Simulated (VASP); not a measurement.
# ClH in VASP: a series of runs

Aim: see how the results for ClH move with the level of theory and the settings. Levels: PBE+D3(BJ), PBE, RPBE, RPBE+D3(BJ). Tasks: relaxation of the atoms, vibrations by finite differences, single point.

Program: VASP 6.6.1. These are calculated values, not measurements. Logs are shortened: lines on timing, memory, paths and dates and some standing lists are left out, and cuts for length are marked.

## 1. The structure

The cell holds a molecule in a box, 2 atoms: a = 11.730 Å, b = 12.230 Å, c = 12.730 Å, α = 90.00°, β = 90.00°, γ = 90.00°.

## 2. Relaxation of the atoms, PBE+D3(BJ)

File INCAR:

```
SYSTEM = HCl
  PREC = Accurate
  ENCUT = 400
  EDIFF = 1E-7
  ISMEAR = 0
  SIGMA = 0.01
  LREAL = .False.
  LASPH = .True.
  NELM = 60
  ALGO = Fast
  ISIF = 2
  LWAVE = .False.
  LCHARG = .False.
  GGA = PE
  IVDW = 12
  IBRION = 2
  NSW = 120
  EDIFFG = -0.03
  ISYM = 0
```

File KPOINTS:

```
Automatic mesh
0
Gamma
  1 1 1
  0 0 0
```

File POSCAR:

```
HCl
1.0
   11.7297382172      0.0000000000      0.0000000000
    0.0000000000     12.2297382172      0.0000000000
    0.0000000000      0.0000000000     12.7297382172
Cl H
1 1
Selective dynamics
Direct
    0.5117905123      0.5543649502      0.4919316112  F F F
    0.4882094877      0.4538118397      0.5080683888  T T T
```

Potentials or basis: VASP PAW PBE potentials, release 64 (Cl, H).

Started as:

```sh
cat potpaw_PBE.64/Cl/POTCAR potpaw_PBE.64/H/POTCAR > POTCAR
mpirun -np 1 vasp_gam > vasp.out
```

OUTCAR:

```text
SYSTEM = HCl
   PREC = Accurate
   ENCUT = 400
   EDIFF = 1E-7
   ISMEAR = 0
   LREAL = .False.
   LASPH = .True.
   NELM = 60
   ISIF = 2
   GGA = PE
   IVDW = 12
   IBRION = 2
   NSW = 120
   EDIFFG = -0.03
   ISYM = 0
 IVDW          = 12

 ion  position               nearest neighbor table
   1  0.512  0.554  0.492-   2 1.28
   2  0.488  0.454  0.508-   1 1.28

IMPORTANT INFORMATION: All symmetrisations will be switched off!
NOSYMM: (Re-)initialisation of all symmetry stuff for point group C_1.

----------------------------------------------------------------------------------------

                                     Primitive cell

  volume of cell :    1826.1017

  direct lattice vectors                    reciprocal lattice vectors
    11.729738217  0.000000000  0.000000000     0.085253395  0.000000000  0.000000000
     0.000000000 12.229738217  0.000000000     0.000000000  0.081767899  0.000000000
     0.000000000  0.000000000 12.729738217     0.000000000  0.000000000  0.078556211

  length of vectors
    11.729738217 12.229738217 12.729738217     0.085253395  0.081767899  0.078556211

  position of ions in fractional coordinates (direct lattice)
     0.511790512  0.554364950  0.491931611
     0.488209488  0.453811840  0.508068389

  ion indices of the primitive-cell ions
   primitive index   ion index
                 1           1
                 2           2

----------------------------------------------------------------------------------------

 KPOINTS: Automatic mesh

Automatic generation of k-mesh.
 Grid dimensions read from file:
 generate k-points for:    1    1    1

 Generating k-lattice:

  Cartesian coordinates                     Fractional coordinates (reciprocal lattice)
     0.085253395  0.000000000  0.000000000     1.000000000  0.000000000  0.000000000
     0.000000000  0.081767899  0.000000000     0.000000000  1.000000000  0.000000000
     0.000000000  0.000000000  0.078556211     0.000000000  0.000000000  1.000000000

  Length of vectors
     0.085253395  0.081767899  0.078556211

  Shift w.r.t. Gamma in fractional coordinates (k-lattice)
     0.000000000  0.000000000  0.000000000

 Subroutine IBZKPT returns following result:
 ===========================================

 Found      1 irreducible k-points:

 Following reciprocal coordinates:
            Coordinates               Weight
  0.000000  0.000000  0.000000      1.000000
   k-points           NKPTS =      1   k-points in BZ     NKDIM =      1   number of bands    NBANDS=      8
   number of dos      NEDOS =    301   number of ions     NIONS =      2
   total plane-waves  NPLWV = 537600
   dimension x,y,z NGX =    80 NGY =   80 NGZ =   84
   dimension x,y,z NGXF=   160 NGYF=  160 NGZF=  168
   ions per type =               1   1
   NGX,Y,Z   is equivalent  to a cutoff of  11.34, 10.87, 10.97 a.u.
   NGXF,Y,Z  is equivalent  to a cutoff of  22.68, 21.75, 21.94 a.u.
 SYSTEM =  HCl
   PREC   = accura    normal or accurate (medium, high low for compatibility)
   ISTART =      0    job   : 0-new  1-cont  2-samecut
   ICHARG =      2    charge: 1-file 2-atom 10-const
   ISPIN  =      1    spin polarized calculation?
   LNONCOLLINEAR =      F non collinear calculations
   LSORBIT =      F    spin-orbit coupling
   LASPH  =      T    aspherical Exc in radial PAW
   ENCUT  =  400.0 eV  29.40 Ry    5.42 a.u.  19.13 19.94 20.76*2*pi/ulx,y,z
   NELM   =     60;   NELMIN=  2; NELMDL= -5     # of ELM steps
   EDIFF  = 0.1E-06   stopping-criterion for ELM
   LREAL  =      F    real-space projection
   EDIFFG = -.3E-01   stopping-criterion for IOM
   NSW    =    120    number of steps for IOM
   IBRION =      2    ionic relax: 0-MD 1-quasi-New 2-CG
   NFREE  =      1    steps in history (QN), initial steepest desc. (CG)
   ISIF   =      2    stress and relaxation
   ISYM   =      0    0-nonsym 1-usesym 2-fastsym
   POTIM  = 0.5000    time-step for ionic-motion
   TEBEG  =    0.0;   TEEND  =   0.0 temperature during run
   PSTRESS=    0.0 pullay stress
   NELECT =       8.0000    total number of electrons
   NUPDOWN=      -1.0000    fix difference up-down
   EMIN   =  10.00;   EMAX   =-10.00  energy-range for DOS
   EFERMI =   0.00;   METHOD = LEGACY
   ISMEAR =     0;   SIGMA  =   0.01  broadening in eV -4-tet -1-fermi 0-gaus
   EFERMI_NEDOS =   21; number of points for ismear=-14 and -15
   IALGO  =     68    algorithm
   IMIX   =      4    mixing-type and parameters
     AMIX     =   0.40;   BMIX     =  1.00
     AMIX_MAG =   1.60;   BMIX_MAG =  1.00
  volume/ion in A,a.u.               =     913.05      6161.57
  Fermi-wavevector in a.u.,A,eV,Ry     =   0.267874  0.506208  0.976303  0.071756
  Thomas-Fermi vector in A             =   1.103618
   LORBIT       =      0    0 simple, 1 ext, 2 COOP (PROOUT), +10 PAW based schemes
   GGA     = PE    functional components
   LHFCALC =     F    Hartree Fock is set to
   AEXX    =    0.0000 exact exchange contribution
   IVDW    =    12    specifies the selected vdW correction
   LEPSILON=     F    determine dielectric tensor
   LRPA    =     F    only Hartree local field effects (RPA)
 conjugate gradient relaxation of ions
 non-spin polarized calculation
 RMM-DIIS sequential band-by-band and
 Gauss-broadening in eV      SIGMA  =   0.01
  energy-cutoff  :      400.00
  volume of cell :     1826.10
 maximum number of plane-waves:     16579
 NGX is ok and might be reduce to    80
   NGX = 39   NGY = 39   NGZ = 41

--------------------------------------- Ionic step        1  -------------------------------------------

 number of electron       8.0000004 magnetization

 Free energy of the ion-electron system (eV)
  ---------------------------------------------------
  ext. energy  EPLUGINS =         0.00000000
  ---------------------------------------------------
  free energy    TOTEN  =        -6.09915016 eV

  energy without entropy =       -6.09915016  energy(sigma->0) =       -6.09915016

------------------------ aborting loop because EDIFF is reached ----------------------------------------

 Edisp (eV)   -0.00887

 E8    (eV) :    -0.0026

  FORCE on cell =-STRESS in cart. coord.  units (eV):
  Direction    XX          YY          ZZ          XY          YZ          ZX
  --------------------------------------------------------------------------------------
  -------------------------------------------------------------------------------------
  Total      -0.05643     0.23308    -0.06321     0.06980    -0.05168    -0.01172
  in kB      -0.04951     0.20449    -0.05546     0.06124    -0.04534    -0.01029
  external pressure =        0.03 kB  Pullay stress =        0.00 kB

 VOLUME and BASIS-vectors are now :
 -----------------------------------------------------------------------------
  energy-cutoff  :      400.00
  volume of cell :     1826.10
      direct lattice vectors                 reciprocal lattice vectors
    11.729738217  0.000000000  0.000000000     0.085253395  0.000000000  0.000000000
     0.000000000 12.229738217  0.000000000     0.000000000  0.081767899  0.000000000
     0.000000000  0.000000000 12.729738217     0.000000000  0.000000000  0.078556211

 POSITION                                       TOTAL-FORCE (eV/Angst)
 -----------------------------------------------------------------------------------
      6.00317      6.77974      6.26216         0.058967      0.259713     -0.043795
      5.72657      5.55000      6.46758        -0.058967     -0.259713      0.043795
 -----------------------------------------------------------------------------------
    total drift:                                0.000151     -0.000524     -0.000090

  FREE ENERGIE OF THE ION-ELECTRON SYSTEM (eV)
  ---------------------------------------------------
  free  energy   TOTEN  =        -6.1080201823 eV

  energy  without entropy=       -6.1080201823  energy(sigma->0) =       -6.10802018

--------------------------------------- Ionic step        2  -------------------------------------------

 number of electron       8.0000005 magnetization

------------------------ aborting loop because EDIFF is reached ----------------------------------------

 Edisp (eV)   -0.00887

 E8    (eV) :    -0.0026

  FORCE on cell =-STRESS in cart. coord.  units (eV):
  Direction    XX          YY          ZZ          XY          YZ          ZX
  --------------------------------------------------------------------------------------
  -------------------------------------------------------------------------------------
  Total      -0.07893    -0.23336    -0.07509    -0.03535     0.02641     0.00586
  in kB      -0.06925    -0.20475    -0.06588    -0.03102     0.02317     0.00515
  external pressure =       -0.11 kB  Pullay stress =        0.00 kB

 VOLUME and BASIS-vectors are now :
 -----------------------------------------------------------------------------
  energy-cutoff  :      400.00
  volume of cell :     1826.10
      direct lattice vectors                 reciprocal lattice vectors
    11.729738217  0.000000000  0.000000000     0.085253395  0.000000000  0.000000000
     0.000000000 12.229738217  0.000000000     0.000000000  0.081767899  0.000000000
     0.000000000  0.000000000 12.729738217     0.000000000  0.000000000  0.078556211

 POSITION                                       TOTAL-FORCE (eV/Angst)
 -----------------------------------------------------------------------------------
      6.00317      6.77974      6.26216        -0.026664     -0.120999      0.019804
      5.72372      5.53747      6.46969         0.026664      0.120999     -0.019804
 -----------------------------------------------------------------------------------
    total drift:                                0.000091     -0.000538     -0.000021

  FREE ENERGIE OF THE ION-ELECTRON SYSTEM (eV)
  ---------------------------------------------------
  free  energy   TOTEN  =        -6.1089296012 eV

  energy  without entropy=       -6.1089296012  energy(sigma->0) =       -6.10892960

--------------------------------------- Ionic step        3  -------------------------------------------

 number of electron       8.0000005 magnetization

 Free energy of the ion-electron system (eV)
  ---------------------------------------------------
  ext. energy  EPLUGINS =         0.00000000
  ---------------------------------------------------
  free energy    TOTEN  =        -6.10032661 eV

  energy without entropy =       -6.10032661  energy(sigma->0) =       -6.10032661

 E-fermi :  -7.8224     XC(G=0):  -0.3897

 val. band max:       -7.9193476524   @ k =   0.0000   0.0000   0.0000
 cond. band min:      -1.0641606010   @ k =   0.0000   0.0000   0.0000
 fundamental gap:      6.8551870514
 Fermi energy:        -7.8223999870

 k-point     1 :       0.0000    0.0000    0.0000
  band No.  band energies     occupation
      1     -21.0830      2.00000
      2     -11.6345      2.00000
      3      -7.9194      2.00000
      4      -7.9193      2.00000
      5      -1.0642      0.00000
      6       0.0798      0.00000
      7       0.7268      0.00000
      8       0.7541      0.00000

------------------------ aborting loop because EDIFF is reached ----------------------------------------

 Edisp (eV)   -0.00887

 E8    (eV) :    -0.0026

  FORCE on cell =-STRESS in cart. coord.  units (eV):
  Direction    XX          YY          ZZ          XY          YZ          ZX
  --------------------------------------------------------------------------------------
  -------------------------------------------------------------------------------------
  Total      -0.07175    -0.08411    -0.07131    -0.00170     0.00142     0.00024
  in kB      -0.06296    -0.07380    -0.06256    -0.00149     0.00125     0.00021
  external pressure =       -0.07 kB  Pullay stress =        0.00 kB

 VOLUME and BASIS-vectors are now :
 -----------------------------------------------------------------------------
  energy-cutoff  :      400.00
  volume of cell :     1826.10
      direct lattice vectors                 reciprocal lattice vectors
    11.729738217  0.000000000  0.000000000     0.085253395  0.000000000  0.000000000
     0.000000000 12.229738217  0.000000000     0.000000000  0.081767899  0.000000000
     0.000000000  0.000000000 12.729738217     0.000000000  0.000000000  0.078556211

 POSITION                                       TOTAL-FORCE (eV/Angst)
 -----------------------------------------------------------------------------------
      6.00317      6.77974      6.26216         0.000535     -0.000072     -0.000390
      5.72465      5.54155      6.46900        -0.000535      0.000072      0.000390
 -----------------------------------------------------------------------------------
    total drift:                                0.000072     -0.000616     -0.000017

  FREE ENERGIE OF THE ION-ELECTRON SYSTEM (eV)
  ---------------------------------------------------
  free  energy   TOTEN  =        -6.1091962048 eV

  energy  without entropy=       -6.1091962048  energy(sigma->0) =       -6.10919620

 reached required accuracy - stopping structural energy minimisation
```

Wall time 3.8 min (1 thread of Intel Xeon Platinum 8375C at 2.90GHz (Ice Lake), shared host); peak memory 1.1 GiB.

What came out:

- Free energy: -6.1092 eV
- Energy gained by relaxing: 0.6 meV/atom
- Ionic steps: 3
- Gap between the frontier levels: 6.86 eV
- Dispersion energy per atom: -0.004 eV

The path:
| step | energy change (eV) | largest force (eV/Å) | pressure (GPa) |
| --- | --- | --- | --- |
| 1 | 0.0000 | 0.2699 | 0.00 |
| 2 | -0.0009 | 0.1255 | -0.01 |
| 3 | -0.0012 | 0.0007 | -0.01 |

Final structure:
```
Cl H
1.0
    11.72974    0.00000    0.00000
     0.00000   12.22974    0.00000
     0.00000    0.00000   12.72974
Cl H
1 1
Direct
  0.51179 0.55436 0.49193
  0.48805 0.45312 0.50818
```

Levels at points of the mesh, in eV from the valence-band top:
| k point | band 1 | band 2 | band 3 | band 4 | band 5 | band 6 | band 7 | band 8 |
| --- | --- | --- | --- | --- | --- | --- | --- | --- |
| (0.00, 0.00, 0.00) | -13.16 | -3.72 | 0.00 | 0.00 | 6.86 | 8.00 | 8.65 | 8.67 |

PBE gaps usually lie below the measured ones, often by a third to a half.

## 3. Vibrations by finite differences, PBE+D3(BJ)

Edit INCAR of step 2 so:

```diff
@@ -15,5 +15,7 @@
   IVDW = 12
-  IBRION = 2
-  NSW = 120
-  EDIFFG = -0.03
+  NBANDS = 11
+  IBRION = 5
+  NFREE = 2
+  POTIM = 0.015
+  NSW = 1
   ISYM = 0
```

KPOINTS is that of step 2.

File POSCAR:

```
HCl                                     
1.0
   11.7297382172      0.0000000000      0.0000000000
    0.0000000000     12.2297382172      0.0000000000
    0.0000000000      0.0000000000     12.7297382172
  Cl              H             
     1     1
Selective dynamics
Direct
0.5117905123000028  0.5543649501999965  0.4919316112000018  T T T
0.4880458438211183  0.4531205594890840  0.5081803807965906  T T T
```

Potentials or basis: VASP PAW PBE potentials, release 64 (Cl, H).

Started as:

```sh
cat potpaw_PBE.64/Cl/POTCAR potpaw_PBE.64/H/POTCAR > POTCAR
mpirun -np 1 vasp_gam > vasp.out
```

It took 18 min on 1 thread of Intel Xeon Platinum 8375C at 2.90GHz (Ice Lake), shared host; peak memory 1.1 GiB.

Results (log left out):

```yaml
Highest_phonon_frequency_at_Γ_LO-TO_splitting_left_out: 2897 cm⁻¹
Dispersion_energy_per_atom: -0.004 eV
```

Phonon frequencies in cm⁻¹ (negative: imaginary):
```
              q point         frequencies
(0.000, 0.000, 0.000)  -6 -2 0 17 40 2897
```

## 4. Single point, PBE

Edit INCAR of step 3 so:

```diff
@@ -14,8 +14,3 @@
   GGA = PE
-  IVDW = 12
   NBANDS = 11
-  IBRION = 5
-  NFREE = 2
-  POTIM = 0.015
-  NSW = 1
   ISYM = 0
```

KPOINTS is that of step 3.

Edit POSCAR of step 3 so:

```diff
@@ -9,3 +9,3 @@
 Direct
-0.5117905123000028  0.5543649501999965  0.4919316112000018  T T T
-0.4880458438211183  0.4531205594890840  0.5081803807965906  T T T
+     0.5117905123000028    0.5543649501999965    0.4919316112000018   F   F   F
+     0.4880458438211183    0.4531205594890840    0.5081803807965906   T   T   T
```

Started as:

```sh
cat potpaw_PBE.64/Cl/POTCAR potpaw_PBE.64/H/POTCAR > POTCAR
mpirun -np 1 vasp_gam > vasp.out
```

Wall time 1.8 min (1 thread of Intel Xeon Platinum 8375C at 2.90GHz (Ice Lake), shared host); peak memory 0.92 GiB.

The run converged. Its results:

- Free energy: -6.1003 eV
- Gap between the frontier levels: 6.85 eV

Levels at points of the mesh, in eV from the valence-band top:
```csv
k point,band 2,band 3,band 4,band 5,band 6,band 7
"(0.00, 0.00, 0.00)",-3.72,0.00,0.00,6.85,8.01,8.64
```

## 5. Single point, RPBE

Edit INCAR of step 4 so:

```diff
@@ -13,3 +13,3 @@
   LCHARG = .False.
-  GGA = PE
+  GGA = RP
   NBANDS = 11
```

KPOINTS is that of step 4.

POSCAR is that of step 4.

Started as:

```sh
cat potpaw_PBE.64/Cl/POTCAR potpaw_PBE.64/H/POTCAR > POTCAR
mpirun -np 1 vasp_gam > vasp.out
```

Run time: 2.5 min. Hardware: 1 thread of Intel Xeon Platinum 8375C at 2.90GHz (Ice Lake), shared host; peak memory 0.91 GiB.

Results (log left out):

* Free energy: -6.1067 eV
* Gap between the frontier levels: 6.78 eV

Forces in eV/Å, atoms in the order of the input:
```
Cl   0.000 -0.002  0.000
H    0.000  0.002  0.000
```

Levels at points of the mesh, in eV from the valence-band top:
```csv
k point,band 1,band 2,band 3,band 4,band 5,band 6,band 7,band 8,band 9
"(0.00, 0.00, 0.00)",-13.18,-3.73,0.00,0.00,6.78,7.97,8.58,8.60,8.66
```

Caveat: the PAW data sets were made with another functional, which shifts forces and pressure a little.

(Continued in part 2 of 2.)
